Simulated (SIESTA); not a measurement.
The system is SrCl2.

```
CELL_PARAMETERS angstrom
0.00000 3.48835 3.48835
3.48835 0.00000 3.48835
3.48835 3.48835 0.00000
ATOMIC_POSITIONS crystal
Sr 0.00000 0.00000 0.00000
Cl 0.75000 0.75000 0.75000
Cl 0.25000 0.25000 0.25000
```

Base run:

| Property | Result |
| --- | --- |
| Program | SIESTA 5.4.2 |
| Functional | PBEsol |
| Potentials or basis | PseudoDojo 0.4 standard (PBEsol files) |
| Basis | DZP (energy shift 0.003 Ry; two zetas on semicore shells; d shell added on Sr) |
| Grid cutoff | 800 Ry |
| Energy shift | 0.003 Ry |
| k mesh | 7 × 7 × 7 |
| Occupations | fermi-dirac, width 0.05 eV |
| Spin | no spin polarisation |

Its results: band gap on the k mesh 5.32 eV, indirect (least direct gap 5.63 eV); pressure -0.8 GPa.

Question: The run is repeated on the same cell with these changes: functional from PBEsol to AM05. What comes out?

Answer: Band gap on the k mesh 5.50 eV, indirect (least direct gap 5.79 eV); pressure 0.1 GPa.

Caveats: the basis of atomic orbitals isn't converged, which shifts pressures, moduli and gaps; an odd mesh through Γ misses points on the zone boundary, where band edges often lie (some runs); the potentials were made for another functional, which shifts forces and pressure (some runs).
